In hexagonal diamond every carbon atom has four bonds: one axial bond along the c axis and three slanted ones. The cell holds four atoms, one in each of four atomic planes. The table lists its twelve vibrations at zero wave vector, where every cell of the crystal moves alike; the phonon q row is therefore the same throughout.

Harmonic phonon frequencies of hexagonal diamond (C, P6_3/mmc, 4 atoms per cell), from ABINIT 10.8.3 with the LDA, PseudoDojo NC SR LDA v0.4.1 standard pseudopotentials, a 1115.67 eV cutoff and a 10×10×6 k mesh. The cell was relaxed at zero pressure with the same settings. Phonon q row 1 is q = (0, 0, 0); the acoustic sum rule is imposed.

| row | phonon q row (row) | phonon frequency (cm⁻¹) |
| --- | --- | --- |
| 1 | 1 | 0.0 |
| 2 | 1 | 0.0 |
| 3 | 1 | 0.0 |
| 4 | 1 | 530.0 |
| 5 | 1 | 530.0 |
| 6 | 1 | 1078.1 |
| 7 | 1 | 1215.5 |
| 8 | 1 | 1215.5 |
| 9 | 1 | 1255.3 |
| 10 | 1 | 1295.7 |
| 11 | 1 | 1326.5 |
| 12 | 1 | 1326.5 |

Rows 1 to 3 are shifts of the whole crystal, and their zeros are imposed. The other nine are to be estimated by hand.

**(a) Find a formula that gives the frequencies from the stiffness of a bond.**

*Solution.* Symmetry settles how the atoms move. Each plane shifts as a rigid sheet, all four by the same amount $A$, either along c or sideways, and only the signs differ. Two neighbours therefore move together, which leaves their bond unstrained, or move oppositely, which displaces one against the other by $2A$. Three optical patterns result: only the axial bonds are strained, only the slanted ones, or all of them. Sideways patterns come in pairs of equal frequency, because there are two sideways directions.

Let a bond resist stretching with a constant $S$ and sideways displacement of its ends with a constant $T$, both already divided by the atomic mass. If the motion makes an angle $\theta$ with a strained bond, the parts of $2A$ along and across the bond are $2A\cos\theta$ and $2A\sin\theta$. Each bond is shared by two atoms, so half its energy counts for each. Setting the largest kinetic energy of an atom equal to its share of the elastic energy gives

$$\omega^2 = 2\sum_{\text{strained bonds}}\left(S\cos^2\theta + T\sin^2\theta\right),$$

where the sum runs over the bonds of one atom.

For ideal tetrahedral angles, $\cos^2\theta$ between a slanted bond and the c axis is 1/9. The remaining 8/9 is shared by the two sideways directions, on average 4/9 each. The sums are then quickly done:

| Strained bonds | Motion along c | Motion sideways |
|---|---|---|
| axial only | $2S$ (row 6) | $2T$ (rows 4, 5) |
| slanted only | $\tfrac23 S+\tfrac{16}{3}T$ (row 9) | $\tfrac83 S+\tfrac{10}{3}T$ (rows 7, 8) |
| all | $\tfrac83 S+\tfrac{16}{3}T$ (row 10) | $\tfrac83 S+\tfrac{16}{3}T$ (rows 11, 12) |

The order of the sideways modes can be read from this. In the lowest pair, rows 4 and 5, no bond changes its length; double layers slide over each other and only tilt the axial bonds. The other sideways patterns stretch slanted bonds and lie far higher.

That row 6 strains the axial bonds and row 9 the slanted ones is assumed for now and taken up in part (c). The choice of rows 10 to 12 for the patterns that strain all bonds rests on a comparison with cubic diamond, the neighbouring structure. Its smaller cell has a single optical frequency at zero wave vector, shared by three modes in which all bonds are strained. In the hexagonal crystal these three should stay close together, as rows 10 to 12 do. The patterns that strain only some bonds occur in cubic diamond too, but at a wave vector where successive double layers move oppositely. The longer repeat of the hexagonal stacking brings them to zero wave vector, so that one frequency becomes six.

**(b) Fix the constants from as few rows as possible and estimate rows 7 and 9.**

*Solution.* Frequencies are taken in units of 1000 cm⁻¹. Row 4 gives $T = 0.530^2/2 = 0.1405$. Row 11 then gives

$$S=\tfrac38\left(1.3265^2-\tfrac{16}{3}\times 0.1405\right)=0.379 .$$

In this description a bond resists stretching nearly three times as strongly as sideways displacement.

For row 7 the formula yields

$$\omega^2=\tfrac83\times0.379+\tfrac{10}{3}\times0.1405=1.479,$$

hence 1216 cm⁻¹, which agrees with the table to within 1 cm⁻¹. Row 7 was not used to find the constants.

A simpler system shows what this agreement tests. Take a chain of equal masses joined by alternating springs of two kinds. If one kind alone is strained, or the other alone, or both, the squared frequency of the third motion is the sum of the first two. The sideways modes obey this rule: the squares of rows 4 and 7 add up to that of row 11. The planes thus behave sideways as if each were tied only to the next, whatever the split between $S$ and $T$.

For row 9 the formula gives

$$\omega^2=\tfrac23\times0.379+\tfrac{16}{3}\times0.1405=1.002,$$

or 1001 cm⁻¹, which is 20 % below the computed value. Row 6 comes out too low by a similar fraction. Better values of $S$ and $T$ would not cure this, because along c the chain itself fails. The squares of rows 6 and 9 add up to that of a mode at 1655 cm⁻¹, whereas row 10 lies at 1296 cm⁻¹.

What sets rows 6 and 9 apart can be found by adding up the length changes of the four bonds around one atom. If only the axial bond is strained, it changes by $2A$. If only the slanted bonds are strained, each changes by a third of this, and the three together again make $2A$. When all are strained along c, the axial bond lengthens while the slanted ones shorten, and the total is zero. It is zero in the sideways modes as well.

It is therefore reasonable to charge an extra energy, a breathing term, whenever the summed length of an atom's four bonds changes. One possible reading is that bonds which share an atom do not stretch independently: lengthening one makes it harder to lengthen the next and easier to shorten it. Row 11, which sets $S$, mixes lengthened and shortened bonds, and would then give too small a stiffness for row 6, where one bond per atom changes alone. Coupling between bond lengths and bond angles can also act along c, and the frequencies do not separate the two. The term is thus a fitted correction suggested by the pattern of the motion, not a proven cause.

Since the total change is equally large in both rows, the same constant $B$ is added to $\omega^2$ in each. Row 6 fixes it:

$$B=1.0781^2-2\times0.379=0.404 .$$

Row 9 can now be estimated again:

$$\omega^2=1.002+0.404=1.406,$$

which gives 1186 cm⁻¹ against 1255 cm⁻¹ in the table. The shortfall has dropped from 20 % to about 6 % of the computed frequency.

**(c) How accurate is the rule over the table, and where does its range end?**

*Solution.* Three of the six distinct optical frequencies, rows 4, 6 and 11, served to find the three constants and are reproduced by construction. Rows 5, 8 and 12 repeat their partners by symmetry. Rows 7, 9 and 10 set no constant and test the rule, row 9 less strictly, since the breathing term was added after its misfit had been seen. The rule meets row 7 almost exactly, lies about 6 % too low for row 9 and about 2 % too high for row 10.

The weakest part is the breathing term. Row 9 alone would ask for $B=0.57$ instead of 0.40, so $B$ is not a well-defined stiffness of the crystal but a correction of roughly the right size. The estimate survives this because $B$ supplies less than a third of $\omega^2$ in row 9, and the square root halves small relative errors.

The error in row 10 has a different origin. With ideal tetrahedral angles the rule makes all directions equivalent when all bonds are strained, as they are by symmetry in cubic diamond. In the hexagonal crystal the c axis is special, and row 10 lies 31 cm⁻¹ below rows 11 and 12. The relaxed cell is also slightly elongated, with a ratio $c/a$ of 1.665 instead of the ideal 1.633. A splitting of this kind is beyond a rule that sees only ideal bonds to nearest neighbours.

The rule also gives some support to the assignment of the modes along c. If rows 6 and 9 exchanged their patterns, the estimate for row 6 would be 25 % too high. An exchange of rows 9 and 10 would cost less, with errors of about 8 % and 6 %, so for these two the comparison with cubic diamond carries more weight than the rule.

The constant $T$ sets a limit on the wave vector. Turning all bonds together costs no energy in a real crystal; what resists is the change of the angles between bonds, and $T$ stands in for it. At zero wave vector the planes shift without turning, so no free rotation is charged, though $T$ remains a rough substitute for the angle changes. In a long transverse sound wave parts of the crystal do turn, and the rule would charge for a rotation that is free.

A change of substance sets another limit. In wurtzite crystals, which have the same network of bonds but two kinds of atoms, the masses differ and some vibrations create electric fields that add to the restoring force. The counting of strained bonds remains a useful start there, but the constants must be found anew and the masses and fields treated separately. Even for carbon, the constants carry over the errors of the density functional and of the harmonic approximation from which they were taken.
